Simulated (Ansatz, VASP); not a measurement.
# Two plane-wave programs on SiC2

The input INCAR:

```
ALGO = Normal
EDIFF = 1E-6
ENCUT = 520
GGA = PE
ISIF = 2
ISMEAR = 0
ISPIN = 2
LASPH = T
LCHARG = F
LORBIT = 11
LREAL = F
LWAVE = F
MAGMOM = 0 0 1 1 1 1
NBANDS = 25
NELM = 150
PREC = Accurate
SIGMA = 0.1
```

Contents of KPOINTS:

```
k-points
0
Gamma
  6 6 6
```

POSCAR

```
SiC2
1.0
    0.0000000000      3.2959086721      4.4367680608
    2.4925432464      0.0000000000      4.4367680608
    2.4925432464      3.2959086721      0.0000000000
Si C
2 4
Direct
    0.2839850434      0.7160149566      0.7160149566
    0.7160149566      0.2839850434      0.2839850434
    0.6607594502      0.9546823863      0.3392405498
    0.0453176137      0.3392405498      0.9546823863
    0.9546823863      0.6607594502      0.0453176137
    0.3392405498      0.0453176137      0.6607594502
```

Input for Ansatz:

```yaml
crystal:
  lattice:
    - [0.0, 3.2959086721, 4.4367680608]
    - [2.4925432464, 0.0, 4.4367680608]
    - [2.4925432464, 3.2959086721, 0.0]
  atoms:
    - { symbol: Si, position: [0.2839850434, 0.7160149566, 0.7160149566] }
    - { symbol: Si, position: [0.7160149566, 0.2839850434, 0.2839850434] }
    - { symbol: C, position: [0.6607594502, 0.9546823863, 0.3392405498], spin: 1.0 }
    - { symbol: C, position: [0.0453176137, 0.3392405498, 0.9546823863], spin: 1.0 }
    - { symbol: C, position: [0.9546823863, 0.6607594502, 0.0453176137], spin: 1.0 }
    - { symbol: C, position: [0.3392405498, 0.0453176137, 0.6607594502], spin: 1.0 }
basis:
  ecutwfc: 420
kpoints:
  mp_grid: { grid: [6, 6, 6] }
hamiltonian:
  xc: pbe
scf:
  occupations: { method: gaussian, width: 0.1 }
  lower_state_search: "off"
output:
  forces: true
  stress: true
  eigenvalues: true
  populations: true
magnetization:
  spin_polarized: true
```

Alike in both runs: task single point; functional PBE; k mesh 6 × 6 × 6; occupations gaussian, width 0.1 eV; collinear spin.

|  | VASP | Ansatz |
| --- | --- | --- |
| version | VASP 6.6.1 | Ansatz 0.2.0 |
| potentials or method | VASP PAW PBE potentials, release 64 (Si, C) | scalar-relativistic, plane waves, PAW |
| plane-wave cutoff (eV) | 520 | 420 |
| valence electrons in the cell | 24 | 24 |

|  | VASP | Ansatz | Ansatz less VASP |
| --- | --- | --- | --- |
| gap on the k mesh at the Fermi level (eV) | none | none | - |
| pressure (GPa) | 0.1 | 0.0 | -0.09 |
| largest component of the traceless stress (GPa) | 0.18 | 0.22 | +0.048 |
| rms of the force components (eV/Å) | 0.017 | 0.018 | +0.0007 |
| net moment per atom (μB) | 0.00 | 0.00 | 0.000 |

Atom by atom the forces differ by 0.012 eV/Å (rms over components). A gap of «none» marks a metal or a gap that the smearing closes. Ansatz warned: «seeded_moment_not_kept».
